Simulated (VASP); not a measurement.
Set up this calculation in VASP 6.6.1, as the native input.

```yaml
Task: single point
Functional: PBE
Potentials_or_basis: VASP PAW PBE potentials, release 64 (Te)
Cutoff: 520 eV
k_mesh: 7 × 7 × 5
Occupations: fermi-dirac, width 0.05 eV
Spin: no spin polarisation
Further_INCAR_settings: ALGO = Normal; EDIFF = 1e-07; NBANDS = 16
```

The structure of Te lies in POSCAR:

```
Te
1.0
    4.4469300000      0.0000000000      0.0000000000
   -2.2234650000      3.8511543489      0.0000000000
    0.0000000000      0.0000000000      5.9149200000
Te
3
Direct
    0.7310000000      0.7310000000      0.5000000000
    0.0000000000      0.2690000000      0.8333333333
    0.2690000000      0.0000000000      0.1666666667
```

The input as run:

INCAR

```
SYSTEM = Te
  ALGO = Normal
  EDIFF = 1E-7
  ENCUT = 520
  GGA = PE
  ISIF = 2
  ISMEAR = -1
  LASPH = .TRUE.
  LCHARG = .FALSE.
  LREAL = .FALSE.
  LWAVE = .FALSE.
  NBANDS = 16
  NELM = 60
  PREC = Accurate
  SIGMA = 0.05
```

KPOINTS

```
k-points
0
G
  7 7 5
  0 0 0
```

Potentials or basis: VASP PAW PBE potentials, release 64 (Te).

Run with:

```bash
$ cat potpaw_PBE.64/Te/POTCAR > POTCAR
$ mpirun -np 1 vasp_std > vasp.out
```

Results of the run:

```
Pressure               : 1.7 GPa
Largest force          : 0.185 eV/Å
Band gap on the k mesh : 0.63 eV, indirect (least direct gap 0.79 eV)
```

Caveat: spin-orbit coupling is left out, which moves the levels of the heavy elements; an odd mesh through Γ misses points on the zone boundary, where band edges often lie.

It took 23 s on 1 thread of AMD EPYC 9R45 (Zen 5) (shared host), peak memory 0.21 GiB.
